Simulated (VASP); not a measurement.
Set up this calculation in VASP 6.6.1, as the native input.

```yaml
Task: relaxation of cell and atoms
Functional: PBEsol
Potentials_or_basis: VASP PAW PBE potentials, release 64 (Ag)
Cutoff: 600 eV
k_mesh: 16 × 16 × 16
Occupations: methfessel-paxton, width 0.1 eV
Spin: no spin polarisation
Further_INCAR_settings: ALGO = Normal; EDIFF = 1e-07; IBRION = 2; EDIFFG = -0.005; NSW = 90; ISIF = 3
```

The structure of Ag lies in POSCAR:

```
Ag                                      
1.0
   -0.0000000000      2.0257627203      2.0257627203
    2.0257627203      0.0000000000      2.0257627203
    2.0257627203      2.0257627203     -0.0000000000
  Ag            
     1
Direct
     0.0000000000000000    0.0000000000000000    0.0000000000000000
```

These files were run (other wordings do the same):

INCAR

```
ALGO = Normal
EDIFF = 1E-7
EDIFFG = -0.005
ENCUT = 600
GGA = PS
IBRION = 2
ISIF = 3
ISMEAR = 1
KPAR = 2
LASPH = T
LCHARG = F
LREAL = F
LWAVE = F
NELM = 80
NSW = 90
PREC = Accurate
SIGMA = 0.1
```

KPOINTS

```
k-points
0
Gamma
  16 16 16
```

Potentials or basis: VASP PAW PBE potentials, release 64 (Ag).

Command:

```console
$ cat potpaw_PBE.64/Ag/POTCAR > POTCAR
$ mpirun -np 2 vasp_std > vasp.out
```

It gave:

The pressure after relaxing is 0.0 GPa and the band gap on the k mesh is none (metal or under the smearing width).

Caveat: the relaxation stopped at its first step, so nothing moved; the PAW data sets were made with another functional, which shifts forces and pressure a little.

Wall time 7.2 s on 2 MPI ranks on AMD EPYC 9R45 (Zen 5), with other jobs on the host, peak memory 0.13 GiB a rank.
